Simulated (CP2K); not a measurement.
## Pb in CP2K: convergence with eps eigval

The system is Pb.

```
Pb
1.0
     3.56457    0.00000    0.00000
     1.83995    2.97465    0.00000
     1.90359    1.03804    2.85972
Pb
1
Direct
  0.00238 0.99487 0.99672
```

The cell isn't the ideal one: cell strained at random at fixed volume.

```yaml
Program: CP2K 2026.2
Task: single point
Functional: LDA
Potentials_or_basis: GTH_POTENTIALS Pb GTH-PADE-q4; DZVP-MOLOPT-SR-GTH basis
Density_cutoff: 6123 eV
k_mesh: 7 × 7 × 7
Occupations: fermi-dirac, width 0.1 eV
Spin: no spin polarisation
```

These are the settings of the first run; the series varies eps eigval, with any setting tied to it.

Hardware: 1 thread of Intel(R) Xeon(R) 6975P-C (Granite Rapids) (shared host).

```
eps eigval  energy less the tightest run, at zero smearing (meV/atom)  pressure (GPa)  SCF cycles  CPU time (s)  peak memory (GiB)
    1.0E-2                                                      32.87           -2.70          10            14               0.26
    1.0E-3                                                       0.00           -2.28          10            14               0.26
    1.0E-4                                                       0.00           -2.28          10            14               0.26
    1.0E-5                                                       0.00           -2.28          10            14               0.26
    1.0E-6                                                       0.00           -2.28          10            14               0.26
    1.0E-8                                                       0.00           -2.28          10            14               0.26
```

Against the tightest run, the energy stays within 1 meV/atom from 1.0E-3 on; the pressure stays within 0.1 GPa from 1.0E-3 on. The tightest run that finished is the yardstick and may itself not be fully converged.

Caveat, for the tightest run too: the basis of atomic orbitals isn't converged, which shifts pressures, moduli and gaps. Spin-orbit coupling is left out, which matters for the levels of Pb.
